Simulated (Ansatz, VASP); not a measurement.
TiCo in VASP and in Ansatz

The input INCAR:

```
SYSTEM = TiCo
PREC = Accurate ; ENCUT = 520
EDIFF = 1E-6 ; ISMEAR = 0
SIGMA = 0.1 ; LREAL = .False.
LASPH = .True. ; NELM = 150
ALGO = Normal ; ISIF = 2
LWAVE = .False. ; LCHARG = .False.
ISPIN = 2 ; MAGMOM = 0 3
LORBIT = 11 ; LMAXMIX = 4
GGA = PE ; NBANDS = 22
```

KPOINTS

```
regular mesh
0
Gamma
  6 6 6
  0 0 0
```

File POSCAR:

```
TiCo
1.0
    3.4195032600      0.0000000000      0.0000000000
   -1.7097516300      2.9613767000      0.0000000000
    0.0000000000      0.0000000000      2.5782803900
Ti Co
1 1
Direct
    0.3333333300      0.6666666700      0.5000000000
    0.0000000000      0.0000000000      0.5000000000
```

Input for Ansatz:

```yaml
crystal:
  lattice:
    - [3.41950326, 0.0, 0.0]
    - [-1.70975163, 2.9613767, 0.0]
    - [0.0, 0.0, 2.57828039]
  atoms:
    - { symbol: Ti, position: [0.33333333, 0.66666667, 0.5] }
    - { symbol: Co, position: [0.0, 0.0, 0.5], spin: 3.0 }
basis:
  ecutwfc: 420
kpoints:
  mp_grid: { grid: [6, 6, 6] }
hamiltonian:
  xc: pbe
scf:
  occupations: { method: gaussian, width: 0.1 }
  lower_state_search: "off"
output:
  forces: true
  stress: true
  eigenvalues: true
  populations: true
magnetization:
  spin_polarized: true
```

Alike in both runs: task single point; functional PBE; k mesh 6 × 6 × 6; occupations gaussian, width 0.1 eV; collinear spin.

|  | VASP | Ansatz |
| --- | --- | --- |
| version | VASP 6.6.1 | Ansatz 0.2.0 |
| potentials or method | VASP PAW PBE potentials, release 64 (Ti_sv, Co) | scalar-relativistic, plane waves, PAW |
| plane-wave cutoff (eV) | 520 | 420 |
| valence electrons in the cell | 21 | 29 |

Ansatz gave:

* gap on the k mesh at the Fermi level (eV): none
* net moment per atom (μB): 0.11
* size of the moment on the site where the two differ most (μB): 0.11

Task: Which values does VASP return?

Result: gap on the k mesh at the Fermi level (eV): none; net moment per atom (μB): 0.11; size of the moment on the site where the two differ most (μB): 0.17.

Site moments also hang on the region over which each program counts them. A gap of «none» marks a metal or a gap that the smearing closes. With one functional, cell and mesh, what is left measures potentials, basis and numerics. The two sets of potentials don't hold the same shells in valence. Ansatz warned: «seeded_moment_not_kept».

Caveats: the k mesh is coarse (spacing up to 0.41 Å⁻¹), so the values aren't converged.
